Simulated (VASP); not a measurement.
# NaH (Fm-3m) in VASP: relaxation of cell and atoms with r2SCAN

Aim: the relaxation of cell and atoms of NaH with r2SCAN.

All numbers are computed with VASP 6.6.1; they aren't measurements. Logs are shortened: lines on timing, memory, paths and dates and some standing lists are left out, and cuts for length are marked.

## Step 1: The structure

It takes space group Fm-3m (No. 225, cubic). Conventional cell: a = 4.880 Å, b = 4.880 Å, c = 4.880 Å, α = 90.00°, β = 90.00°, γ = 90.00°. Around Na (site symmetry m-3m) lie 6 H at 2.44 Å. H (site symmetry m-3m) is surrounded by 6 Na at 2.44 Å.

## Step 2: Relaxation of cell and atoms, r2SCAN

The input, INCAR:

```
ALGO     = Normal         # electronic algorithm
EDIFF    = 1E-7           # SCF threshold, eV
EDIFFG   = -0.004         # ionic threshold
ENCUT    = 600            # plane-wave cutoff, eV
IBRION   = 2              # ionic algorithm
ISIF     = 3              # what is computed and relaxed
ISMEAR   = 0              # smearing method
LASPH    = T              # aspherical terms in the spheres
LCHARG   = F              # write CHGCAR
LMIXTAU  = T            
LREAL    = F              # projectors in reciprocal space
LWAVE    = F              # write WAVECAR
METAGGA  = R2SCAN         # meta-GGA
NELM     = 60             # most SCF steps
NSW      = 80             # ionic steps
PREC     = Accurate       # precision mode
SIGMA    = 0.02           # smearing width, eV
```

The input, KPOINTS:

```
k-points
0
Gamma
  10 10 10
```

The input, POSCAR:

```
NaH
1.0
    0.0000000000      2.4400000000      2.4400000000
    2.4400000000      0.0000000000      2.4400000000
    2.4400000000      2.4400000000      0.0000000000
Na H
1 1
Direct
    0.0000000000      0.0000000000      0.0000000000
    0.5000000000      0.5000000000      0.5000000000
```

Potentials or basis: VASP PAW PBE potentials, release 64 (Na_pv, H).

The run is started by

```sh
$ cat potpaw_PBE.64/Na_pv/POTCAR potpaw_PBE.64/H/POTCAR > POTCAR
$ mpirun -np 1 vasp_std > vasp.out
```

OUTCAR:

```text
EDIFF = 1E-7
   EDIFFG = -0.004
   ENCUT = 600
   IBRION = 2
   ISIF = 3
   ISMEAR = 0
   LASPH = T
   LREAL = F
   METAGGA = R2SCAN
   NELM = 60
   NSW = 80
   PREC = Accurate

 ion  position               nearest neighbor table
   1  0.000  0.000  0.000-
   2  0.500  0.500  0.500-

  LATTYP: Found a face centered cubic cell.
 ALAT       =     4.8800000000

  Lattice vectors:

 A1 = (   0.0000000000,   2.4400000000,   2.4400000000)
 A2 = (   2.4400000000,   0.0000000000,   2.4400000000)
 A3 = (   2.4400000000,   2.4400000000,   0.0000000000)

Analysis of symmetry for initial positions (statically):
=====================================================================
 Subroutine PRICEL returns:
 Original cell was already a primitive cell.

 Routine SETGRP: Setting up the symmetry group for a
 face centered cubic supercell.

 Subroutine GETGRP returns: Found 48 space group operations
 (whereof 48 operations were pure point group operations)
 out of a pool of 48 trial point group operations.

The static configuration has the point symmetry O_h .

Analysis of symmetry for dynamics (positions and initial velocities):
=====================================================================
 Subroutine PRICEL returns:
 Original cell was already a primitive cell.

 Routine SETGRP: Setting up the symmetry group for a
 face centered cubic supercell.

 Subroutine GETGRP returns: Found 48 space group operations
 (whereof 48 operations were pure point group operations)
 out of a pool of 48 trial point group operations.

The dynamic configuration has the point symmetry O_h .

 Subroutine INISYM returns: Found 48 space group operations
 (whereof 48 operations are pure point group operations),
 and found     1 'primitive' translations

----------------------------------------------------------------------------------------

                                     Primitive cell

  volume of cell :      29.0536

  direct lattice vectors                    reciprocal lattice vectors
     0.000000000  2.440000000  2.440000000    -0.204918033  0.204918033  0.204918033
     2.440000000  0.000000000  2.440000000     0.204918033 -0.204918033  0.204918033
     2.440000000  2.440000000  0.000000000     0.204918033  0.204918033 -0.204918033

  length of vectors
     3.450681092  3.450681092  3.450681092     0.354928444  0.354928444  0.354928444

  position of ions in fractional coordinates (direct lattice)
     0.000000000  0.000000000  0.000000000
     0.500000000  0.500000000  0.500000000

  ion indices of the primitive-cell ions
   primitive index   ion index
                 1           1
                 2           2

----------------------------------------------------------------------------------------

 KPOINTS: k-points

Automatic generation of k-mesh.
 Grid dimensions read from file:
 generate k-points for:   10   10   10

 Generating k-lattice:

  Cartesian coordinates                     Fractional coordinates (reciprocal lattice)
    -0.020491803  0.020491803  0.020491803     0.100000000  0.000000000  0.000000000
     0.020491803 -0.020491803  0.020491803     0.000000000  0.100000000  0.000000000
     0.020491803  0.020491803 -0.020491803     0.000000000  0.000000000  0.100000000

  Length of vectors
     0.035492844  0.035492844  0.035492844

  Shift w.r.t. Gamma in fractional coordinates (k-lattice)
     0.000000000  0.000000000  0.000000000

 Subroutine IBZKPT returns following result:
 ===========================================

 Found     47 irreducible k-points:

 Following reciprocal coordinates:
            Coordinates               Weight
  0.000000  0.000000  0.000000      1.000000
  0.100000  0.000000  0.000000      8.000000
  0.200000  0.000000  0.000000      8.000000
  0.300000  0.000000  0.000000      8.000000
  0.400000  0.000000  0.000000      8.000000
  0.500000  0.000000  0.000000      4.000000
[... 16 lines left out ...]
  0.300000  0.300000  0.000000      6.000000
  0.400000  0.300000  0.000000     24.000000
 [... further k-points ...]
   k-points           NKPTS =     47   k-points in BZ     NKDIM =     47   number of bands    NBANDS=      8
   number of dos      NEDOS =    301   number of ions     NIONS =      2
   total plane-waves  NPLWV =  21952
   dimension x,y,z NGX =    28 NGY =   28 NGZ =   28
   dimension x,y,z NGXF=    56 NGYF=   56 NGZF=   56
   ions per type =               1   1
   NGX,Y,Z   is equivalent  to a cutoff of  13.49, 13.49, 13.49 a.u.
   NGXF,Y,Z  is equivalent  to a cutoff of  26.98, 26.98, 26.98 a.u.
 SYSTEM =  unknown system
   PREC   = accura    normal or accurate (medium, high low for compatibility)
   ISTART =      0    job   : 0-new  1-cont  2-samecut
   ICHARG =      2    charge: 1-file 2-atom 10-const
   ISPIN  =      1    spin polarized calculation?
   LNONCOLLINEAR =      F non collinear calculations
   LSORBIT =      F    spin-orbit coupling
   LASPH  =      T    aspherical Exc in radial PAW
   ENCUT  =  600.0 eV  44.10 Ry    6.64 a.u.   6.89  6.89  6.89*2*pi/ulx,y,z
   NELM   =     60;   NELMIN=  2; NELMDL= -5     # of ELM steps
   EDIFF  = 0.1E-06   stopping-criterion for ELM
   LREAL  =      F    real-space projection
   EDIFFG = -.4E-02   stopping-criterion for IOM
   NSW    =     80    number of steps for IOM
   IBRION =      2    ionic relax: 0-MD 1-quasi-New 2-CG
   NFREE  =      1    steps in history (QN), initial steepest desc. (CG)
   ISIF   =      3    stress and relaxation
   ISYM   =      2    0-nonsym 1-usesym 2-fastsym
   POTIM  = 0.5000    time-step for ionic-motion
   TEBEG  =    0.0;   TEEND  =   0.0 temperature during run
   PSTRESS=    0.0 pullay stress
   NELECT =       8.0000    total number of electrons
   NUPDOWN=      -1.0000    fix difference up-down
   EMIN   =  10.00;   EMAX   =-10.00  energy-range for DOS
   EFERMI =   0.00;   METHOD = LEGACY
   ISMEAR =     0;   SIGMA  =   0.02  broadening in eV -4-tet -1-fermi 0-gaus
   EFERMI_NEDOS =   21; number of points for ismear=-14 and -15
   IALGO  =     38    algorithm
   IMIX   =      4    mixing-type and parameters
     AMIX     =   0.40;   BMIX     =  1.00
     AMIX_MAG =   1.60;   BMIX_MAG =  1.00
  volume/ion in A,a.u.               =      14.53        98.03
  Fermi-wavevector in a.u.,A,eV,Ry     =   1.065054  2.012660 15.433636  1.134340
  Thomas-Fermi vector in A             =   2.200593
   LORBIT       =      0    0 simple, 1 ext, 2 COOP (PROOUT), +10 PAW based schemes
   METAGGA = R2SCAN    functional components
   LHFCALC =     F    Hartree Fock is set to
   AEXX    =    0.0000 exact exchange contribution
   IVDW    =     0    specifies the selected vdW correction
   LEPSILON=     F    determine dielectric tensor
   LRPA    =     F    only Hartree local field effects (RPA)
 conjugate gradient relaxation of ions
 non-spin polarized calculation
 Gauss-broadening in eV      SIGMA  =   0.02
  energy-cutoff  :      600.00
  volume of cell :       29.05
 maximum number of plane-waves:       982
   NGX = 13   NGY = 13   NGZ = 13

--------------------------------------- Ionic step        1  -------------------------------------------

 number of electron       8.0000008 magnetization

 Free energy of the ion-electron system (eV)
  ---------------------------------------------------
  ext. energy  EPLUGINS =         0.00000000
  ---------------------------------------------------
  free energy    TOTEN  =        -7.59607589 eV

  energy without entropy =       -7.59607589  energy(sigma->0) =       -7.59607589

------------------------ aborting loop because EDIFF is reached ----------------------------------------

  FORCE on cell =-STRESS in cart. coord.  units (eV):
  Direction    XX          YY          ZZ          XY          YZ          ZX
  --------------------------------------------------------------------------------------
  -------------------------------------------------------------------------------------
  Total       -0.2340121     -0.2340121     -0.2340121      0.0000000     -0.0000000      0.0000000
  in kB      -12.9047463    -12.9047463    -12.9047463      0.0000000     -0.0000000      0.0000000
  external PRESSURE =     -12.9047463 kB  Pullay stress =       0.0000000 kB
[... 165 lines left out ...]
  energy  without entropy=       -7.6015616290  energy(sigma->0) =       -7.60156163

--------------------------------------- Ionic step        6  -------------------------------------------

 number of electron       7.9999992 magnetization

 Free energy of the ion-electron system (eV)
  ---------------------------------------------------
  ext. energy  EPLUGINS =         0.00000000
  ---------------------------------------------------
  free energy    TOTEN  =        -7.60456020 eV

  energy without entropy =       -7.60456020  energy(sigma->0) =       -7.60456020

 E-fermi :  -1.2311     XC(G=0):  -8.2641

 val. band max:       -1.3657390546   @ k =  -0.3000   0.5000   0.2000
 cond. band min:       3.0827932652   @ k =   0.5000   0.0000   0.0000
 fundamental gap:      4.4485323198
 Fermi energy:        -1.2310934560

 k-point     1 :       0.0000    0.0000    0.0000
  band No.  band energies     occupation
      1     -24.1861      2.00000
      2     -24.1858      2.00000
      3     -24.1858      2.00000
      4      -4.9936      2.00000
      5      10.4078      0.00000
      6      15.2633      0.00000
      7      15.2633      0.00000
      8      15.2633      0.00000
[... 243 lines left out ...]
 k-point    24 :       0.4000    0.3000    0.0000
  band No.  band energies     occupation
      1     -24.2583      2.00000
      2     -24.2144      2.00000
      3     -24.2116      2.00000
      4      -2.4686      2.00000
      5       5.1976      0.00000
      6       8.7360      0.00000
      7      10.8143      0.00000
      8      11.7786      0.00000

 [... further k-points ...]

------------------------ aborting loop because EDIFF is reached ----------------------------------------

  FORCE on cell =-STRESS in cart. coord.  units (eV):
  Direction    XX          YY          ZZ          XY          YZ          ZX
  --------------------------------------------------------------------------------------
  -------------------------------------------------------------------------------------
  Total       -0.0057480     -0.0057480     -0.0057480     -0.0000000      0.0000000     -0.0000000
  in kB       -0.3377800     -0.3377800     -0.3377800     -0.0000000      0.0000000     -0.0000000
  external PRESSURE =      -0.3377800 kB  Pullay stress =       0.0000000 kB
[... 17 lines left out ...]
  FREE ENERGIE OF THE ION-ELECTRON SYSTEM (eV)
  ---------------------------------------------------
  free  energy   TOTEN  =        -7.6045602046 eV

  energy  without entropy=       -7.6045602046  energy(sigma->0) =       -7.60456020

 reached required accuracy - stopping structural energy minimisation
```

Wall time 2.2 min (1 thread of Intel Xeon 6975P-C (Granite Rapids), shared host); peak memory 0.16 GiB.

What came out:

```
Free energy                            : -7.6046 eV
Relaxed volume                         : 13.63 Å³/atom
Relaxed cell                           : a = 3.378 Å, b = 3.378 Å, c = 3.378 Å, α = 60.00°, β = 60.00°, γ = 60.00°
Space group after relaxing (to 0.05 Å) : Fm-3m (No. 225)
Energy gained by relaxing              : 4.2 meV/atom
Ionic steps                            : 6
Pressure after relaxing                : 0.0 GPa
Band gap on the k mesh                 : 4.45 eV, indirect (least direct gap 5.28 eV)
```

Step by step:
```csv
step,energy change (eV),largest force (eV/Å),pressure (GPa),volume (Å³)
1,0.0000,0.0000,-1.29,29.05
2,-0.0036,0.0000,-0.91,28.56
3,-0.0055,0.0000,-0.71,28.23
4,-0.0080,0.0000,-0.31,27.56
5,-0.0055,0.0000,1.15,26.25
6,-0.0085,0.0000,-0.03,27.26
```

Final structure:
```xyz
2
Lattice="0.0000 2.3888 2.3888 2.3888 0.0000 2.3888 2.3888 2.3888 0.0000" Properties=species:S:1:pos:R:3 pbc="T T T"
Na    0.0000    0.0000    0.0000
H     2.3889    2.3889    2.3889
```

Levels at points of the mesh, in eV from the valence-band top:
| k point | band 2 | band 3 | band 4 | band 5 | band 6 | band 7 |
| --- | --- | --- | --- | --- | --- | --- |
| (0.00, 0.00, 0.00) | -22.82 | -22.82 | -3.63 | 11.77 | 16.63 | 16.63 |
| (0.50, 0.00, 0.00) | -22.83 | -22.83 | -0.83 | 4.45 | 11.95 | 14.15 |
| (0.50, 0.50, 0.00) | -22.85 | -22.85 | -0.16 | 5.28 | 10.86 | 11.63 |

Caveat: the PAW data sets were made with another functional, which shifts forces and pressure a little. A k mesh can miss the band edges.
